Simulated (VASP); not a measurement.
The system is Ga.

```
CELL_PARAMETERS angstrom
1.45000 -4.06500 0.00000
1.45000 4.06500 0.00000
0.00000 0.00000 3.17000
ATOMIC_POSITIONS crystal
Ga 0.13300 0.86700 0.75000
Ga 0.86700 0.13300 0.25000
```

This isn't the form of Ga at room conditions, which is orthorhombic.

```yaml
Program: VASP 6.6.1
Task: relaxation of cell and atoms
Functional: LDA
Potentials_or_basis: VASP PAW LDA potentials, release 64 (Ga_d)
Cutoff: 600 eV
k_mesh: 8 × 8 × 8
Occupations: fermi-dirac, width 0.05 eV
Spin: no spin polarisation
```

At the start: pressure -3.9 GPa; volume 18.68 Å³/atom.

Problem. Where does the relaxation end?

Solution. Over 12 steps the energy falls by 44.5 meV/atom and the volume is 17.30 Å³/atom (-7.4 %); space group Cmcm (No. 63, to 0.05 Å).

The path:
```tsv
step	energy change (eV)	largest force (eV/Å)	pressure (GPa)	volume (Å³)
1	0.0000	0.1742	-3.88	37.37
2	-0.0523	0.0451	-0.25	34.97
3	-0.0573	0.0288	1.62	34.06
4	-0.0792	0.1940	2.13	33.71
5	-0.0794	0.1883	2.26	33.73
6	-0.0873	0.0944	-0.65	34.94
7	-0.0875	0.1115	-0.10	34.70
8	-0.0876	0.1088	-0.20	34.73
9	-0.0887	0.0542	-0.13	34.69
10	-0.0890	0.0081	-0.09	34.67
11	-0.0891	0.0015	0.11	34.60
12	-0.0891	0.0003	0.01	34.61
```

Final structure:
```cif
data_structure
_symmetry_space_group_name_H-M 'P 1'
_symmetry_Int_Tables_number 1
_cell_length_a 4.2866
_cell_length_b 4.2866
_cell_length_c 3.1790
_cell_angle_alpha 90.000
_cell_angle_beta 90.000
_cell_angle_gamma 143.669
_cell_volume 34.61
loop_
_atom_site_label
_atom_site_type_symbol
_atom_site_fract_x
_atom_site_fract_y
_atom_site_fract_z
_atom_site_occupancy
Ga1 Ga 0.13235 0.86765 0.75000 1
Ga2 Ga 0.86765 0.13235 0.25000 1
```
